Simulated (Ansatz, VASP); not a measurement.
## Ir in VASP and in Ansatz

INCAR

```
ALGO = Normal ; EDIFF = 1E-7
EDIFFG = -0.04 ; ENCUT = 600
GGA = PE ; IBRION = 2
ISIF = 3 ; ISMEAR = 0
LASPH = True ; LCHARG = False
LREAL = False ; LWAVE = False
NELM = 100 ; NSW = 90
PREC = Accurate ; SIGMA = 0.1
```

File KPOINTS:

```
k-points
0
Gamma
  6 6 4
```

POSCAR

```
Ir
1.0
    1.5276580251     -4.8460450948      0.0000000000
    1.5276580251      4.8460450948      0.0000000000
    0.0000000000      0.0000000000      4.0429861934
Ir
4
Direct
    0.0980000000      0.9020000000      0.9100000000
    0.5980000000      0.4020000000      0.5900000000
    0.9020000000      0.0980000000      0.0900000000
    0.4020000000      0.5980000000      0.4100000000
```

Input for Ansatz:

```yaml
crystal:
  lattice:
    - [1.5276580251, -4.8460450948, 0.0]
    - [1.5276580251, 4.8460450948, 0.0]
    - [0.0, 0.0, 4.0429861934]
  atoms:
    - { symbol: Ir, position: [0.098, 0.902, 0.91] }
    - { symbol: Ir, position: [0.598, 0.402, 0.59] }
    - { symbol: Ir, position: [0.902, 0.098, 0.09] }
    - { symbol: Ir, position: [0.402, 0.598, 0.41] }
basis:
  ecutwfc: 420
kpoints:
  mp_grid: { grid: [6, 6, 4] }
hamiltonian:
  xc: pbe
scf:
  occupations: { method: gaussian, width: 0.1 }
  lower_state_search: "off"
output:
  forces: true
  stress: true
  eigenvalues: true
relax:
  adjacent_minimum: "off"
  f_tol: 0.04
  max_steps: 70
  cell: { stress_tol: 0.4 }
```

Alike in both runs: task relaxation of cell and atoms; functional PBE; k mesh 6 × 6 × 4; occupations gaussian, width 0.1 eV; no spin polarisation.

|  | VASP | Ansatz |
| --- | --- | --- |
| version | VASP 6.6.1 | Ansatz 0.2.0 |
| potentials or method | VASP PAW PBE potentials, release 64 (Ir) | scalar-relativistic, plane waves, PAW |
| plane-wave cutoff (eV) | 600 | 420 |
| valence electrons in the cell | 36 | 68 |

|  | VASP | Ansatz | Ansatz less VASP |
| --- | --- | --- | --- |
| gap on the k mesh at the Fermi level, each at its own relaxed structure (eV) | none | none | - |
| relaxed volume (Å³/atom) | 15.36 | 15.36 | -0.003 |
| relaxed cell length with the largest relative difference (Å) | 4.620 | 4.620 | +0.0006 |
| energy change over the relaxation (meV/atom) | -4972 | -5232 | -260.4 |

A gap of «none» marks a metal or a gap that the smearing closes. The two sets of potentials don't hold the same shells in valence.

Caveats: the k mesh is coarse (spacing up to 0.39 Å⁻¹), so the values aren't converged; the bands computed are all filled at some k points, so no gap is given. The runs have no spin-orbit coupling, so splittings on Ir are missing.
